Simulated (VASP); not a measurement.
Set up this calculation in VASP 6.6.1, as the native input.

* Task: single point
* Functional: PBEsol
* Potentials or basis: VASP PAW PBE potentials, release 64 (Pd)
* Cutoff: 520 eV
* k mesh: 9 × 9 × 1
* Occupations: methfessel-paxton, width 0.1 eV
* Spin: no spin polarisation
* Dipole correction: yes
* Further INCAR settings: ALGO = Fast; EDIFF = 1e-06; NBANDS = 55

The structure of Pd lies in POSCAR:

```
Pd
1.0
    4.9173767365      0.0000000000      0.0000000000
   -2.4586883682      4.2585731738      0.0000000000
    0.0000000000      0.0000000000     21.6742417942
Pd
9
Direct
    0.3333330000      0.6666666667      0.3229640080
    0.0000003333      0.0000003333      0.3229640080
    0.6666666667      0.3333330000      0.3229640080
    0.3272818106      0.3272818106      0.4222373467
    0.0060515227      0.6666666667      0.4222373467
    0.6666666667      0.0060515227      0.4222373467
    0.3333333333      0.0000000000      0.5254782051
    0.0000000000      0.3333333333      0.5254782051
    0.6666666667      0.6666666667      0.5179137602
```

The cell was built by a generator and needn't be a form met in nature.

These files were run (other wordings do the same):

INCAR

```
ALGO = Fast
DIPOL = 0.5 0.5 0.423
EDIFF = 1E-6
ENCUT = 520
GGA = PS
IDIPOL = 3
ISIF = 2
ISMEAR = 1
LASPH = True
LCHARG = False
LDIPOL = True
LREAL = False
LWAVE = False
NBANDS = 55
NELM = 100
PREC = Accurate
SIGMA = 0.1
```

KPOINTS

```
k-points
0
Gamma
  9 9 1
```

Potentials or basis: VASP PAW PBE potentials, release 64 (Pd).

Launch:

```sh
$ cat potpaw_PBE.64/Pd/POTCAR > POTCAR
$ mpirun -np 1 vasp_std > vasp.out
```

Results of the run:

```
Largest force          : 0.400 eV/Å
Band gap on the k mesh : none (metal or under the smearing width)
```

Caveat: the PAW data sets were made with another functional, which shifts forces and pressure a little.

Wall time 12 min on 1 thread of Intel(R) Xeon(R) Platinum 8488C (Sapphire Rapids) (shared host), peak memory 0.64 GiB.
